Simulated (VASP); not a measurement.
# SiC (P6_3mc) in VASP: notebook

Runs on SiC. Level: PBE. Tasks: band structure.

All numbers are computed with VASP 6.6.1; they aren't measurements. Logs are shortened: lines on timing, memory, paths and dates and some standing lists are left out, and cuts for length are marked.

## 1. Starting point

Symmetry: P6_3mc, No. 186, hexagonal system. The conventional cell has a = 3.076 Å, b = 3.076 Å, c = 10.071 Å, α = 90.00°, β = 90.00°, γ = 120.00°. Si (site symmetry 3m) has 4 C at 1.88 to 1.89 Å as nearest neighbours. Si (site symmetry 3m) is surrounded by 4 C at 1.88 to 1.89 Å. C (site symmetry 3m) is surrounded by 4 Si at 1.88 to 1.89 Å. Around C (site symmetry 3m) lie 4 Si at 1.88 to 1.89 Å.

The cell is a database's computed one.

## 2. Band structure, PBE

Contents of POSCAR:

```
SiC
1.0
    3.0756941497      0.0000000000      0.0000000000
   -1.5378470748      2.6636292679      0.0000000000
    0.0000000000      0.0000000000     10.0706464800
Si C
4 4
Direct
    0.0000000000      0.0000000000      0.1878943800
    0.0000000000      0.0000000000      0.6878943800
    0.3333333333      0.6666666667      0.4378419800
    0.6666666667      0.3333333333      0.9378419800
    0.0000000000      0.0000000000      0.0004600500
    0.0000000000      0.0000000000      0.5004600500
    0.3333333333      0.6666666667      0.2498025900
    0.6666666667      0.3333333333      0.7498025900
```

Contents of INCAR.step1:

```
PREC = Accurate ; ENCUT = 600
EDIFF = 1E-6 ; ISMEAR = -1
SIGMA = 0.05 ; LREAL = False
LASPH = True ; NELM = 60
ALGO = Fast ; ISIF = 2
LWAVE = False ; LCHARG = True
GGA = PE
```

Contents of KPOINTS.step1:

```
regular mesh
0
Gamma
  10 10 3
```

Contents of INCAR.step2:

```
PREC = Accurate ; ENCUT = 600
EDIFF = 1E-6 ; ISMEAR = 0
SIGMA = 0.05 ; LREAL = False
LASPH = True ; NELM = 60
ALGO = Fast ; ISIF = 2
LWAVE = False ; LCHARG = False
GGA = PE ; ICHARG = 11
```

Contents of KPOINTS.step2:

```
path GMKGALHA,LM,KH
15
line-mode
reciprocal
 0.0000000000  0.0000000000  0.0000000000  G
 0.5000000000  0.0000000000  0.0000000000  M

 0.5000000000  0.0000000000  0.0000000000  M
 0.3333333333  0.3333333333  0.0000000000  K

 0.3333333333  0.3333333333  0.0000000000  K
 0.0000000000  0.0000000000  0.0000000000  G

 0.0000000000  0.0000000000  0.0000000000  G
 0.0000000000  0.0000000000  0.5000000000  A

 0.0000000000  0.0000000000  0.5000000000  A
 0.5000000000  0.0000000000  0.5000000000  L

 0.5000000000  0.0000000000  0.5000000000  L
 0.3333333333  0.3333333333  0.5000000000  H

 0.3333333333  0.3333333333  0.5000000000  H
 0.0000000000  0.0000000000  0.5000000000  A

 0.5000000000  0.0000000000  0.5000000000  L
 0.5000000000  0.0000000000  0.0000000000  M

 0.3333333333  0.3333333333  0.0000000000  K
 0.3333333333  0.3333333333  0.5000000000  H
```

Potentials or basis: VASP PAW PBE potentials, release 64 (Si_GW, C_GW).

Run with:

```console
$ cat potpaw_PBE.64/Si_GW/POTCAR potpaw_PBE.64/C_GW/POTCAR > POTCAR
$ cp INCAR.step1 INCAR
$ cp KPOINTS.step1 KPOINTS
$ mpirun -np 1 vasp_std > vasp.out
$ cp INCAR.step2 INCAR
$ cp KPOINTS.step2 KPOINTS
$ mpirun -np 1 vasp_std > vasp.out
```

OUTCAR:

```text
PREC = Accurate
   ENCUT = 600
   EDIFF = 1E-6
   ISMEAR = 0
   LREAL = False
   LASPH = True
   NELM = 60
   ISIF = 2
   GGA = PE
   ICHARG = 11

 ion  position               nearest neighbor table
   1  0.000  0.000  0.188-   7 1.88   7 1.88   7 1.88   5 1.89   3 3.08   3 3.08   3 3.08   4 3.08
                             4 3.08   4 3.08
   2  0.000  0.000  0.688-   8 1.88   8 1.88   8 1.88   6 1.89   4 3.08   4 3.08   4 3.08   3 3.08
                             3 3.08   3 3.08
   3  0.333  0.667  0.438-   6 1.88   6 1.88   6 1.88   7 1.89   1 3.08   1 3.08   1 3.08   2 3.08
                             2 3.08   2 3.08
   4  0.667  0.333  0.938-   5 1.88   5 1.88   5 1.88   8 1.89   2 3.08   2 3.08   2 3.08   1 3.08
                             1 3.08   1 3.08
   5  0.000  0.000  0.000-   4 1.88   4 1.88   4 1.88   1 1.89
   6  0.000  0.000  0.500-   3 1.88   3 1.88   3 1.88   2 1.89
   7  0.333  0.667  0.250-   1 1.88   1 1.88   1 1.88   3 1.89
   8  0.667  0.333  0.750-   2 1.88   2 1.88   2 1.88   4 1.89

  LATTYP: Found a hexagonal cell.
 ALAT       =     3.0756941497
 C/A-ratio  =     3.2742678530

  Lattice vectors:

 A1 = (   3.0756941497,   0.0000000000,   0.0000000000)
 A2 = (  -1.5378470748,   2.6636292679,   0.0000000000)
 A3 = (   0.0000000000,   0.0000000000,  10.0706464800)

Analysis of symmetry for initial positions (statically):
=====================================================================
 Subroutine PRICEL returns:
 Original cell was already a primitive cell.

 Routine SETGRP: Setting up the symmetry group for a
 hexagonal supercell.

 Subroutine GETGRP returns: Found 12 space group operations
 (whereof  6 operations were pure point group operations)
 out of a pool of 24 trial point group operations.

The static configuration has the point symmetry C_3v.
 The point group associated with its full space group is C_6v.

Analysis of symmetry for dynamics (positions and initial velocities):
=====================================================================
 Subroutine PRICEL returns:
 Original cell was already a primitive cell.

 Routine SETGRP: Setting up the symmetry group for a
 hexagonal supercell.

 Subroutine GETGRP returns: Found 12 space group operations
 (whereof  6 operations were pure point group operations)
 out of a pool of 24 trial point group operations.

The dynamic configuration has the point symmetry C_3v.
 The point group associated with its full space group is C_6v.

 Subroutine INISYM returns: Found 12 space group operations
 (whereof  6 operations are pure point group operations),
 and found     1 'primitive' translations

----------------------------------------------------------------------------------------

                                     Primitive cell

  volume of cell :      82.5039

  direct lattice vectors                    reciprocal lattice vectors
     3.075694150  0.000000000  0.000000000     0.325129857  0.187713811  0.000000000
    -1.537847075  2.663629268  0.000000000     0.000000000  0.375427621  0.000000000
     0.000000000  0.000000000 10.070646480     0.000000000  0.000000000  0.099298491

  length of vectors
     3.075694150  3.075694150 10.070646480     0.375427621  0.375427621  0.099298491

  position of ions in fractional coordinates (direct lattice)
     0.000000000  0.000000000  0.187894380
     0.000000000  0.000000000  0.687894380
     0.333333333  0.666666667  0.437841980
     0.666666667  0.333333333  0.937841980
     0.000000000  0.000000000  0.000460050
     0.000000000  0.000000000  0.500460050
     0.333333333  0.666666667  0.249802590
     0.666666667  0.333333333  0.749802590

  ion indices of the primitive-cell ions
   primitive index   ion index
                 1           1
                 2           2
                 3           3
                 4           4
                 5           5
                 6           6
                 7           7
                 8           8

----------------------------------------------------------------------------------------

 KPOINTS: path GMKGALHA,LM,KH

Interpolating k-points between supplied coordinates.

 Line segments in fractional coordinates (reciprocal lattice):
    0.000000  0.000000  0.000000  ...  0.500000  0.000000  0.000000
    0.500000  0.000000  0.000000  ...  0.333333  0.333333  0.000000
    0.333333  0.333333  0.000000  ...  0.000000  0.000000  0.000000
    0.000000  0.000000  0.000000  ...  0.000000  0.000000  0.500000
    0.000000  0.000000  0.500000  ...  0.500000  0.000000  0.500000
    0.500000  0.000000  0.500000  ...  0.333333  0.333333  0.500000
    0.333333  0.333333  0.500000  ...  0.000000  0.000000  0.500000
    0.500000  0.000000  0.500000  ...  0.500000  0.000000  0.000000
    0.333333  0.333333  0.000000  ...  0.333333  0.333333  0.500000

 Generated    15 points on each line segment, for a total of    135 k-points:

 Following reciprocal coordinates:
            Coordinates               Weight
  0.000000  0.000000  0.000000      0.007407
  0.035714  0.000000  0.000000      0.007407
  0.071429  0.000000  0.000000      0.007407
  0.107143  0.000000  0.000000      0.007407
  0.142857  0.000000  0.000000      0.007407
  0.178571  0.000000  0.000000      0.007407
[... 16 lines left out ...]
  0.416667  0.166667  0.000000      0.007407
  0.404762  0.190476  0.000000      0.007407
 [... further k-points ...]
   k-points           NKPTS =    135   k-points in BZ     NKDIM =    135   number of bands    NBANDS=     21
   number of dos      NEDOS =    301   number of ions     NIONS =      8
   total plane-waves  NPLWV =  62720
   dimension x,y,z NGX =    28 NGY =   28 NGZ =   80
   dimension x,y,z NGXF=    56 NGYF=   56 NGZF=  160
   ions per type =               4   4
   NGX,Y,Z   is equivalent  to a cutoff of  15.13, 15.13, 13.21 a.u.
   NGXF,Y,Z  is equivalent  to a cutoff of  30.27, 30.27, 26.41 a.u.
 SYSTEM =  unknown system
   PREC   = accura    normal or accurate (medium, high low for compatibility)
   ISTART =      0    job   : 0-new  1-cont  2-samecut
   ICHARG =     11    charge: 1-file 2-atom 10-const
   ISPIN  =      1    spin polarized calculation?
   LNONCOLLINEAR =      F non collinear calculations
   LSORBIT =      F    spin-orbit coupling
   LASPH  =      T    aspherical Exc in radial PAW
   ENCUT  =  600.0 eV  44.10 Ry    6.64 a.u.   6.14  6.14 20.11*2*pi/ulx,y,z
   NELM   =     60;   NELMIN=  2; NELMDL=  0     # of ELM steps
   EDIFF  = 0.1E-05   stopping-criterion for ELM
   LREAL  =      F    real-space projection
   EDIFFG = 0.1E-04   stopping-criterion for IOM
   NSW    =      0    number of steps for IOM
   IBRION =     -1    ionic relax: 0-MD 1-quasi-New 2-CG
   NFREE  =      0    steps in history (QN), initial steepest desc. (CG)
   ISIF   =      2    stress and relaxation
   ISYM   =      2    0-nonsym 1-usesym 2-fastsym
   POTIM  = 0.5000    time-step for ionic-motion
   TEBEG  =    0.0;   TEEND  =   0.0 temperature during run
   PSTRESS=    0.0 pullay stress
   NELECT =      32.0000    total number of electrons
   NUPDOWN=      -1.0000    fix difference up-down
   EMIN   =  10.00;   EMAX   =-10.00  energy-range for DOS
   EFERMI =   0.00;   METHOD = LEGACY
   ISMEAR =     0;   SIGMA  =   0.05  broadening in eV -4-tet -1-fermi 0-gaus
   EFERMI_NEDOS =   21; number of points for ismear=-14 and -15
   IALGO  =     68    algorithm
   IMIX   =      4    mixing-type and parameters
     AMIX     =   0.40;   BMIX     =  1.00
     AMIX_MAG =   1.60;   BMIX_MAG =  1.00
  volume/ion in A,a.u.               =      10.31        69.60
  Fermi-wavevector in a.u.,A,eV,Ry     =   1.193897  2.256138 19.393597  1.425389
  Thomas-Fermi vector in A             =   2.329900
   LORBIT       =      0    0 simple, 1 ext, 2 COOP (PROOUT), +10 PAW based schemes
   GGA     = PE    functional components
   LHFCALC =     F    Hartree Fock is set to
   AEXX    =    0.0000 exact exchange contribution
   IVDW    =     0    specifies the selected vdW correction
   LEPSILON=     F    determine dielectric tensor
   LRPA    =     F    only Hartree local field effects (RPA)
 non-spin polarized calculation
 RMM-DIIS sequential band-by-band and
 Gauss-broadening in eV      SIGMA  =   0.05
  energy-cutoff  :      600.00
  volume of cell :       82.50
 maximum number of plane-waves:      2790
 NGX is ok and might be reduce to    28

 number of electron      32.0000001 magnetization

 Free energy of the ion-electron system (eV)
  ---------------------------------------------------
  ext. energy  EPLUGINS =         0.00000000
  ---------------------------------------------------
  free energy    TOTEN  =       -57.72179278 eV

  energy without entropy =      -57.72179278  energy(sigma->0) =      -57.72179278

 E-fermi :   8.1572     XC(G=0): -11.3498

 val. band max:        7.8698322756   @ k =   0.0000   0.0000   0.0000
 cond. band min:      10.0971801630   @ k =   0.5000   0.0000   0.0000
 fundamental gap:      2.2273478875
 Fermi energy:         8.1572065969

 k-point     1 :       0.0000    0.0000    0.0000
  band No.  band energies     occupation
      1      -7.6384      2.00000
      2      -6.4594      2.00000
      3      -6.4224      2.00000
      4      -4.0636      2.00000
      5      -0.7608      2.00000
      6       3.4800      2.00000
[... 13 lines left out ...]
     20      14.3774      0.00000
     21      14.9242      0.00000

 k-point     2 :       0.0357    0.0000    0.0000
  band No.  band energies     occupation
      1      -7.6161      2.00000
      2      -6.4379      2.00000
      3      -6.4008      2.00000
      4      -4.0447      2.00000
      5      -0.7403      2.00000
      6       3.4880      2.00000
[... 13 lines left out ...]
     20      14.3045      0.00000
     21      14.9611      0.00000
[... 487 lines left out ...]
      5      -0.3719      2.00000
      6      -0.0743      2.00000
[... 13 lines left out ...]
     20      13.9705      0.00000
     21      13.9973      0.00000

 k-point    24 :       0.4048    0.1905    0.0000
  band No.  band energies     occupation
      1      -3.8123      2.00000
      2      -3.3442      2.00000
      3      -3.1423      2.00000
      4      -2.6204      2.00000
      5      -0.2814      2.00000
      6       0.0148      2.00000
[... 13 lines left out ...]
     20      13.9689      0.00000
     21      14.3628      0.00000

 [... further k-points ...]
[... 5 lines left out ...]
  --------------------------------------------------------------------------------------
  -------------------------------------------------------------------------------------
  Total        4.6598956      4.6598956      3.2452379      0.0000000      0.0000000      0.0000000
  in kB       90.4924798     90.4924798     63.0206461      0.0000000      0.0000000      0.0000000
  external PRESSURE =      81.3352019 kB  Pullay stress =       0.0000000 kB

 VOLUME and BASIS-vectors are now :
 -----------------------------------------------------------------------------
  energy-cutoff  :      600.00
  volume of cell :       82.50
      direct lattice vectors                 reciprocal lattice vectors
     3.075694150  0.000000000  0.000000000     0.325129857  0.187713811  0.000000000
    -1.537847075  2.663629268  0.000000000     0.000000000  0.375427621  0.000000000
     0.000000000  0.000000000 10.070646480     0.000000000  0.000000000  0.099298491

 POSITION                                       TOTAL-FORCE (eV/Angst)
 -----------------------------------------------------------------------------------
      0.00000      0.00000      1.89222         0.000000     -0.000000      0.199441
      0.00000      0.00000      6.92754        -0.000000     -0.000000      0.199441
     -0.00000      1.77575      4.40935        -0.000000      0.000000      0.209491
      1.53785      0.88788      9.44468        -0.000000     -0.000000      0.209491
      0.00000      0.00000      0.00463        -0.000000      0.000000     -0.202657
      0.00000      0.00000      5.03996         0.000000     -0.000000     -0.202657
     -0.00000      1.77575      2.51567         0.000000     -0.000000     -0.206276
      1.53785      0.88788      7.55100         0.000000      0.000000     -0.206276
 -----------------------------------------------------------------------------------
    total drift:                                0.000000      0.000000      0.130242

  FREE ENERGIE OF THE ION-ELECTRON SYSTEM (eV)
  ---------------------------------------------------
  free  energy   TOTEN  =       -57.7217927771 eV

  energy  without entropy=      -57.7217927771  energy(sigma->0) =      -57.72179278
```

It took 2.9 min on 1 thread of Intel Xeon 6975P-C (Granite Rapids), shared host; peak memory 0.4 GiB.

What came out:

```
Band gap on the k mesh  : 2.23 eV, indirect (least direct gap 3.35 eV)
Band gap along the path : 2.23 eV, indirect (least direct gap 3.35 eV)
```

Levels at the corners of the path, in eV from the valence-band top:
```csv
point,band 12,band 13,band 14,band 15,band 16,band 17,band 18,band 19,band 20,band 21
Γ,-0.58,-0.58,-0.05,0.00,0.00,5.11,5.70,6.33,6.51,7.05
M,-2.39,-2.36,-2.22,-1.58,-1.12,2.23,2.36,4.23,4.76,5.31
M,-2.39,-2.36,-2.22,-1.58,-1.12,2.23,2.36,4.23,4.76,5.31
K,-4.38,-4.00,-2.87,-2.87,-1.67,3.98,3.98,5.19,5.60,5.60
K,-4.38,-4.00,-2.87,-2.87,-1.67,3.98,3.98,5.19,5.60,5.60
Γ,-0.58,-0.58,-0.05,0.00,0.00,5.11,5.71,6.32,6.73,7.14
Γ,-0.58,-0.58,-0.05,0.00,0.00,5.11,5.70,6.33,6.43,7.04
A,-1.04,-0.21,-0.21,-0.21,-0.21,5.32,5.33,6.85,6.91,7.12
A,-1.04,-0.21,-0.21,-0.21,-0.21,5.32,5.32,6.83,6.99,7.11
L,-3.02,-2.50,-2.50,-1.55,-1.55,2.64,2.64,4.22,4.22,6.13
L,-3.02,-2.50,-2.50,-1.55,-1.55,2.64,2.64,4.22,4.22,6.13
H,-5.03,-2.75,-2.75,-2.45,-2.45,3.24,3.24,6.69,6.71,6.72
H,-5.03,-2.75,-2.75,-2.45,-2.45,3.24,3.24,6.69,6.71,6.72
A,-1.04,-0.21,-0.21,-0.21,-0.21,5.32,5.32,6.82,6.84,7.16
L,-3.02,-2.50,-2.50,-1.55,-1.55,2.64,2.64,4.22,4.22,6.14
M,-2.39,-2.36,-2.22,-1.58,-1.12,2.23,2.36,4.23,4.76,5.36
K,-4.38,-4.00,-2.87,-2.87,-1.67,3.98,3.98,5.19,5.60,5.60
H,-5.03,-2.75,-2.75,-2.45,-2.45,3.24,3.24,6.69,6.71,6.72
```

Caveat: the log is that of the step along the path at fixed density, whose energy, stress, charges and moments have no meaning.

## 3. Band structure, PBE

Contents of INCAR:

```
SYSTEM = SiC
  PREC = Accurate
  ENCUT = 550
  EDIFF = 1E-6
  ISMEAR = -1
  SIGMA = 0.05
  LREAL = .False.
  LASPH = .True.
  NELM = 60
  ALGO = Fast
  ISIF = 2
  LWAVE = .False.
  LCHARG = .False.
  GGA = PE
```

Contents of KPOINTS:

```
regular mesh
0
Gamma
  10 10 3
  0 0 0
```

POSCAR is that of step 2.

Contents of KPOINTS_OPT:

```
path GMKGALHA,LM,KH
20
line-mode
reciprocal
 0.0000000000  0.0000000000  0.0000000000  G
 0.5000000000  0.0000000000  0.0000000000  M

 0.5000000000  0.0000000000  0.0000000000  M
 0.3333333333  0.3333333333  0.0000000000  K

 0.3333333333  0.3333333333  0.0000000000  K
 0.0000000000  0.0000000000  0.0000000000  G

 0.0000000000  0.0000000000  0.0000000000  G
 0.0000000000  0.0000000000  0.5000000000  A

 0.0000000000  0.0000000000  0.5000000000  A
 0.5000000000  0.0000000000  0.5000000000  L

 0.5000000000  0.0000000000  0.5000000000  L
 0.3333333333  0.3333333333  0.5000000000  H

 0.3333333333  0.3333333333  0.5000000000  H
 0.0000000000  0.0000000000  0.5000000000  A

 0.5000000000  0.0000000000  0.5000000000  L
 0.5000000000  0.0000000000  0.0000000000  M

 0.3333333333  0.3333333333  0.0000000000  K
 0.3333333333  0.3333333333  0.5000000000  H
```

Potentials or basis: VASP PAW PBE potentials, release 64 (Si_GW, C_GW).

Run with:

```console
$ cat potpaw_PBE.64/Si_GW/POTCAR potpaw_PBE.64/C_GW/POTCAR > POTCAR
$ mpirun -np 1 vasp_std > vasp.out
```

Run time: 1.8 min. Hardware: 1 thread of Intel Xeon 6975P-C (Granite Rapids), shared host; peak memory 0.25 GiB.

It converged, with:

- Free energy: -60.2303 eV
- Pressure: 4.0 GPa
- Largest force: 0.006 eV/Å
- Band gap on the k mesh: 2.23 eV, indirect (least direct gap 3.35 eV)
- Band gap along the path: 2.23 eV, indirect (least direct gap 3.35 eV)

Forces in eV/Å, atoms in the order of the input:
```
Si   0.000  0.000  0.002
Si   0.000  0.000  0.002
Si   0.000  0.000 -0.006
Si   0.000  0.000 -0.006
C    0.000  0.000 -0.002
C    0.000  0.000 -0.002
C    0.000  0.000  0.006
C    0.000  0.000  0.006
```

Stress tensor (GPa, compression positive):
```
4.02 0.00 0.00
0.00 4.02 0.00
0.00 0.00 3.89
```

Levels at the corners of the path, in eV from the valence-band top:
| point | band 12 | band 13 | band 14 | band 15 | band 16 | band 17 | band 18 | band 19 | band 20 | band 21 |
| --- | --- | --- | --- | --- | --- | --- | --- | --- | --- | --- |
| Γ | -0.58 | -0.58 | -0.05 | 0.00 | 0.00 | 5.11 | 5.69 | 6.34 | 6.37 | 7.01 |
| M | -2.39 | -2.36 | -2.22 | -1.58 | -1.12 | 2.23 | 2.36 | 4.23 | 4.76 | 5.31 |
| M | -2.39 | -2.36 | -2.22 | -1.58 | -1.12 | 2.23 | 2.36 | 4.23 | 4.76 | 5.37 |
| K | -4.38 | -4.00 | -2.87 | -2.87 | -1.67 | 3.98 | 3.98 | 5.19 | 5.60 | 5.60 |
| K | -4.38 | -4.00 | -2.87 | -2.87 | -1.67 | 3.98 | 3.98 | 5.19 | 5.60 | 5.60 |
| Γ | -0.58 | -0.58 | -0.05 | 0.00 | 0.00 | 5.11 | 5.69 | 6.33 | 6.36 | 7.01 |
| Γ | -0.58 | -0.58 | -0.05 | 0.00 | 0.00 | 5.11 | 5.69 | 6.32 | 6.34 | 6.99 |
| A | -1.04 | -0.21 | -0.21 | -0.21 | -0.21 | 5.32 | 5.32 | 6.80 | 6.81 | 7.08 |
| A | -1.04 | -0.21 | -0.21 | -0.21 | -0.21 | 5.32 | 5.32 | 6.79 | 6.81 | 7.08 |
| L | -3.02 | -2.50 | -2.50 | -1.55 | -1.55 | 2.64 | 2.64 | 4.22 | 4.22 | 6.13 |
| L | -3.02 | -2.50 | -2.50 | -1.55 | -1.55 | 2.64 | 2.64 | 4.22 | 4.22 | 6.13 |
| H | -5.03 | -2.76 | -2.76 | -2.45 | -2.45 | 3.24 | 3.24 | 6.69 | 6.71 | 6.72 |
| H | -5.03 | -2.76 | -2.76 | -2.45 | -2.45 | 3.24 | 3.24 | 6.69 | 6.70 | 6.72 |
| A | -1.04 | -0.21 | -0.21 | -0.21 | -0.21 | 5.32 | 5.32 | 6.80 | 6.86 | 7.08 |
| L | -3.02 | -2.50 | -2.50 | -1.55 | -1.55 | 2.64 | 2.64 | 4.22 | 4.22 | 6.13 |
| M | -2.39 | -2.36 | -2.22 | -1.58 | -1.12 | 2.23 | 2.36 | 4.23 | 4.76 | 5.36 |
| K | -4.38 | -4.00 | -2.87 | -2.87 | -1.67 | 3.98 | 3.98 | 5.19 | 5.60 | 5.60 |
| H | -5.03 | -2.76 | -2.76 | -2.45 | -2.45 | 3.24 | 3.24 | 6.69 | 6.70 | 6.72 |
